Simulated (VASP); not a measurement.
Input of a VASP 6.6.1 run:

INCAR

```
ALGO = Fast
EDIFF = 1E-4
EDIFFG = -0.08
ENCUT = 520
GGA = PE
IBRION = 2
ISIF = 3
ISMEAR = 0
LASPH = T
LCHARG = F
LREAL = F
LWAVE = F
NELM = 60
NSW = 24
PREC = Normal
SIGMA = 0.15
```

File KPOINTS:

```
k-points
0
Gamma
  5 5 5
```

The input POSCAR:

```
ZnSnN2
1.0
    1.7024240500      0.9828949800      5.4144373500
   -1.7024240500      0.9828949800      5.4144373500
    0.0000000000     -1.9657899700      5.4144373500
Zn Sn N
1 1 2
Direct
    0.5000000000      0.5000000000      0.5000000000
    0.0000000000      0.0000000000      0.0000000000
    0.7430000000      0.7430000000      0.7430000000
    0.2570000000      0.2570000000      0.2570000000
```

Potentials or basis: VASP PAW PBE potentials, release 64 (Zn, Sn_d, N).

Command:

```sh
$ cat potpaw_PBE.64/Zn/POTCAR potpaw_PBE.64/Sn_d/POTCAR potpaw_PBE.64/N/POTCAR > POTCAR
$ mpirun -np 1 vasp_std > vasp.out
```

(1) Predict the band gap on the k mesh.

(2) Predict the space group after relaxing (to 0.05 Å).

Results:

(1) 0.46 eV, indirect (least direct gap 0.64 eV).

(2) R-3m (No. 166).

Caveat: the k mesh is coarse (spacing up to 0.43 Å⁻¹), so the values aren't converged; spin-orbit coupling is left out, which moves the levels of the heavy elements; an odd mesh through Γ misses points on the zone boundary, where band edges often lie.
